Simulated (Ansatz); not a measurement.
**InSe: pressure against volume**

The task here is to estimate one member of a computed series from the others.

A COD entry behind a cell of this session may itself be a prediction, so a difference from it is no test against experiment.

Program: Ansatz 0.2.0. Level of theory: DFT PBE, scalar-relativistic. These are calculated values, not measurements.

### The system as given

It takes space group R3m (No. 160, trigonal). The conventional cell has a = 4.000 Å, b = 4.000 Å, c = 24.950 Å, α = 90.00°, β = 90.00°, γ = 120.00°. Around In (site symmetry 3m) lie 3 Se at 2.64 Å and 1 In at 2.80 Å. Around Se (site symmetry 3m) lie 3 In at 2.64 Å.

As a file:

```xyz
4
Lattice="2.0000 1.1547 8.3167 -2.0000 1.1547 8.3167 0.0000 -2.3094 8.3167" Properties=species:S:1:pos:R:3 pbc="T T T"
In    0.0000    0.0000    0.0000
In    0.0000    0.0000    2.7994
Se    0.0000    0.0000   15.3567
Se    0.0000    0.0000   20.7085
```

Atoms are numbered in the order of the input: In1, In2, Se3, Se4.

The first run:

input.yaml reads:

```yaml
crystal:
  lattice:
    - [1.9729693145, 1.1390943648, 8.2042687889]
    - [-1.9729693145, 1.1390943648, 8.2042687889]
    - [0.0, -2.2781887297, 8.2042687889]
  atoms:
    - { symbol: In, position: [0.0, 0.0, 0.0] }
    - { symbol: In, position: [0.1122, 0.1122, 0.1122] }
    - { symbol: Se, position: [0.6155, 0.6155, 0.6155] }
    - { symbol: Se, position: [0.83, 0.83, 0.83] }
kpoints:
  mp_grid: { grid: [7, 7, 7] }
  band_path:
    path:
      - [0.0, 0.0, 0.0]
      - [-0.5, -0.5, -0.5]
      - [-0.5, -0.1795180059, -0.8204819941]
      - [-0.1795180059, 0.1795180059, -0.5]
      - [0.0, 0.0, -0.5]
      - [0.0, 0.0, 0.0]
      - [0.0, 0.3397590029, -0.3397590029]
      - [-0.3397590029, 0.0, -0.6602409971]
      - [-0.5, 0.0, -0.5]
    npoints: 5
scf:
  occupations: { method: fermi_dirac, width: 0.01 }
hamiltonian:
  xc: pbe
  pseudopotentials: { kind: all_electron, lapw: { basis_error: 0.001 } }
output:
  forces: true
  stress: true
  eigenvalues: true
```

On the command line:

```sh
> ansatz run input.yaml --threads 1 --pin off --max-ram 4096MiB --backend cpu --events-out ev --progress --plain --runs-dir out
```

Steps of the session up to this table: Volume × 0.96, LAPW; Volume × 0.96, PAW; Volume × 0.96, crystal datasets; Volume × 0.99, LAPW; Volume × 0.99, PAW; Volume × 0.99, crystal datasets; Volume × 1.02, LAPW; Volume × 1.02, PAW; Volume × 1.02, crystal datasets; Volume × 1.06, LAPW; Volume × 1.06, PAW; Volume × 1.06, crystal datasets.

One table of the session follows, with a row left open; its other results are not shown here.

| method | volume (Å³/atom) | pressure (GPa) | gap on the k mesh (eV) | largest force (eV/Å) |
| --- | --- | --- | --- | --- |
| LAPW | 27.657 | 5.48 | 0.85 | 0.493 |
| LAPW | 28.522 | 3.50 | 0.77 | 0.256 |
| LAPW | 29.386 | 1.82 | 0.70 | 0.140 |
| LAPW | 30.538 | -0.04 | 0.61 | 0.239 |
| PAW | 27.657 | 5.47 | 0.84 | 0.493 |
| PAW | 28.522 | 3.49 | 0.77 | 0.256 |
| PAW | 29.386 | 1.81 | 0.70 | 0.140 |
| PAW | 30.538 | ? | ? | ? |
| crystal datasets | 27.657 | 5.48 | 0.85 | 0.494 |
| crystal datasets | 28.522 | 3.50 | 0.77 | 0.256 |
| crystal datasets | 29.386 | 1.81 | 0.70 | 0.140 |
| crystal datasets | 30.538 | -0.04 | 0.61 | 0.239 |

Estimate the missing values for PAW, 30.538.

As computed: pressure (GPa): -0.05; gap on the k mesh (eV): 0.61; largest force (eV/Å): 0.240. In the column «pressure (GPa)» it is the lowest.

To keep in mind: Shape and positions are held, so a fully relaxed modulus can be lower. Warnings in the runs' records: gradients without spin orbit, crystal datasets made.
